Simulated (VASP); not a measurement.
# Li16H (a cell with a defect): single point with LDA

The system is Li16H (a cell with a defect).

```
Li H
1.0
     6.98000    0.00000    0.00000
     0.00000    6.98000    0.00000
     0.00000    0.00000    6.98000
Li H
16 1
Direct
  0.01350 0.00748 0.00662
  0.51911 0.01562 0.01809
  0.98930 0.52163 0.98977
  0.00907 0.01937 0.48894
  0.23120 0.27298 0.24669
  0.49633 0.51493 0.99069
  0.48934 0.99864 0.47716
  0.76506 0.24148 0.21011
  0.97196 0.46864 0.51981
  0.24761 0.74325 0.24097
  0.26539 0.24835 0.74415
  0.51000 0.48375 0.51011
  0.76580 0.74834 0.25033
  0.76461 0.24911 0.77701
  0.26968 0.74678 0.74292
  0.74391 0.73107 0.77938
  0.73404 0.00931 0.14097
```

The cell was built by a generator and needn't be a form met in nature.

```
Program                : VASP 6.6.1
Task                   : single point
Functional             : LDA
Potentials or basis    : VASP PAW LDA potentials, release 64 (Li_sv, H)
Cutoff                 : 520 eV
k mesh                 : 3 × 3 × 3
Occupations            : fermi-dirac, width 0.15 eV
Spin                   : no spin polarisation
Dipole correction      : no
Further INCAR settings : LREAL = Auto; ALGO = Fast; EDIFF = 1e-06; NBANDS = 38
```

```
Largest force          : 0.533 eV/Å
Band gap on the k mesh : none (metal or under the smearing width)
```

Forces in eV/Å, atoms in the order of the input:
```
Li  -0.180 -0.137  0.039
Li  -0.322 -0.163 -0.106
Li   0.280 -0.218  0.014
Li  -0.054 -0.154  0.154
Li   0.127  0.062 -0.031
Li  -0.017 -0.199  0.142
Li   0.193  0.078  0.066
Li  -0.066  0.370  0.315
Li   0.180  0.238 -0.123
Li  -0.015 -0.062  0.118
Li  -0.089  0.009  0.150
Li   0.067  0.030 -0.144
Li  -0.130  0.217 -0.072
Li  -0.164 -0.076 -0.166
Li  -0.180  0.081 -0.022
Li  -0.001  0.306 -0.350
H    0.374 -0.380  0.018
```

Levels at points of the mesh, in eV from the Fermi level:
```csv
k point,band 22,band 23,band 24,band 25,band 26,band 27
"(0.00, 0.00, 0.00)",-0.99,-0.98,-0.27,0.24,0.25,0.26
```

Wall time 5.4 min on 1 thread of Intel(R) Xeon(R) Platinum 8488C (Sapphire Rapids) (shared host), peak memory 0.33 GiB.
